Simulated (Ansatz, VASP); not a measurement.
## Se: VASP beside Ansatz

```
Se
1.0
     3.74496    0.00000    0.00000
    -1.87248    3.24323    0.00000
     0.00000    0.00000    7.05840
Se
4
Direct
  0.00000 0.00000 0.00000
  0.00000 0.00000 0.50000
  0.33333 0.66667 0.25000
  0.66667 0.33333 0.75000
```

Alike in both runs: task single point; functional revPBE; k mesh 11 × 11 × 5; occupations fermi-dirac, width 0.1 eV; no spin polarisation.

|  | VASP | Ansatz |
| --- | --- | --- |
| version | VASP 6.6.1 | Ansatz 0.2.0 |
| potentials or method | VASP PAW PBE potentials, release 64 (Se) | plane waves (420 eV) with PAW, scalar-relativistic |
| plane-wave cutoff (eV) | 520 | 420 |
| valence electrons in the cell | 24 | 64 |

VASP gave:

- pressure (GPa): 6.2
- largest component of the traceless stress (GPa): 2.24

Q: What did Ansatz give for the same quantities?

A: Pressure (GPa): 6.2; largest component of the traceless stress (GPa): 2.23.

The two sets of potentials don't hold the same shells in valence.

Caveats: the PAW data sets were made with another functional, which shifts forces and pressure a little (VASP).
